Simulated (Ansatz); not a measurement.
**MoS2: S vacancy**

Method: DFT PBE, scalar-relativistic, plane waves, PAW in Ansatz. Run with 420 eV cutoff, 2×2×2 k-mesh, shifted by half a step, Gaussian smearing of 0.01 eV, collinear spin in charge +1, -1 alone.

Host crystal, relaxed:

```
Mo S
1.0
     1.59259    0.91948    7.43832
    -1.59259    0.91948    7.43832
     0.00000   -1.83896    7.43832
Mo S
1 2
Direct
  0.99978 0.99978 0.99978
  0.40313 0.40313 0.40313
  0.26309 0.26309 0.26309
```

Supercell of 39 atoms, rows in host cell vectors: 2 1 -2; -2 2 1; 1 -2 2. Atoms relax at the host's cell, keeping the symmetry that the supercell leaves at the site. The cell is small, so energies carry finite-size errors of tenths of an eV. The host's Kohn–Sham gap is 1.45 eV. Atoms are taken from and returned to the elements' standard states. Charged cells are corrected for image charges with the computed static dielectric tensor (mean 9.7) and aligned with the host's potential at far atoms (alignment terms reach 0.91 eV; the program doubts the alignment in some charges, where it is up to 0.91 eV). No band-filling term is added, and the Fermi level counts from the host's valence band top.

Defect: S vacancy set at (0.403, 0.403, 0.403) of the host cell. Before relaxation its nearest neighbours are 3 Mo at 2.41 Å.

```tsv
charge	E_f at the valence band top (eV)	over the neutral state (eV)	moment (μB)	largest move (Å)	atoms near the site
+2	3.73	1.05	0.00	0.08	3 Mo at 2.42 Å
+1	2.98	0.30	0.50	0.08	3 Mo at 2.42 Å
0	2.68	0.00	0.00	0.09	3 Mo at 2.41 Å
-1	3.87	1.19	1.00	0.08	3 Mo at 2.43 Å
```

Among the charges computed the stable one is 0 at the valence band top, changing to -1 at 1.19 eV. In charge +2, +1 the extra carrier would gain by moving to a band edge of the host, so it isn't bound in the gap, though by less than the errors named above. In charge +1, -1 the cell has partly filled bands: a level of the defect may be part filled, the carrier may sit in the host's bands, or levels may cross between the k points, so transitions that involve it are doubtful. Other sites of the defect weren't tried. Fractional moments come from partly filled bands of the small cell.